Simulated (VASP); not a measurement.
Set up this calculation in VASP 6.6.1, as the native input.

```
Task                   : relaxation of the atoms
Functional             : PBEsol
Potentials or basis    : VASP PAW PBE potentials, release 64 (Cd, O)
Cutoff                 : 520 eV
k mesh                 : 10 × 10 × 1
Occupations            : methfessel-paxton, width 0.1 eV
Spin                   : no spin polarisation
Dipole correction      : yes
Further INCAR settings : ALGO = Fast; EDIFF = 1e-06; IBRION = 2; EDIFFG = -0.015; NSW = 100
```

The structure of CdO lies in POSCAR:

```
CdO
1.0
    3.3226947650      0.0000000000      0.0000000000
    0.0000000000      3.3226947650      0.0000000000
    0.0000000000      0.0000000000     18.3495000000
Cd O
2 2
Direct
    0.5000000000      0.5000000000      0.4359791820
    1.0000000000      0.0000000000      0.5640208180
    1.0000000000      1.0000000000      0.4359791820
    0.5000000000      0.5000000000      0.5640208180
```

The input as run:

INCAR

```
SYSTEM = CdO
ALGO     = Fast           ! electronic algorithm
DIPOL    = 0.5 0.5 0.500
EDIFF    = 1E-6           ! SCF threshold, eV
EDIFFG   = -0.015         ! ionic threshold
ENCUT    = 520            ! plane-wave cutoff, eV
GGA      = PS             ! functional
IBRION   = 2              ! ionic algorithm
IDIPOL   = 3            
ISIF     = 2              ! what is computed and relaxed
ISMEAR   = 1              ! smearing method
KPAR     = 8            
LASPH    = .True.         ! aspherical terms in the spheres
LCHARG   = .False.        ! write CHGCAR
LDIPOL   = .True.       
LREAL    = .False.        ! projectors in reciprocal space
LWAVE    = .False.        ! write WAVECAR
NELM     = 80             ! most SCF steps
NSW      = 100            ! ionic steps
PREC     = Accurate       ! precision mode
SIGMA    = 0.1            ! smearing width, eV
```

KPOINTS

```
k-points
0
Gamma
  10 10 1
  0 0 0
```

Potentials or basis: VASP PAW PBE potentials, release 64 (Cd, O).

Run with:

```sh
$ cat potpaw_PBE.64/Cd/POTCAR potpaw_PBE.64/O/POTCAR > POTCAR
$ mpirun -np 8 vasp_std > vasp.out
```

It gave:

The energy gained by relaxing is 1.0 meV/atom. The ionic steps are 5 and the largest force after relaxing is 0.008 eV/Å. The band gap on the k mesh is none (metal or under the smearing width).

Caveat: the PAW data sets were made with another functional, which shifts forces and pressure a little.

It took 99 s on 8 MPI ranks on AMD EPYC 7R13 Processor (Zen 3), on a shared host, peak memory 0.37 GiB a rank.
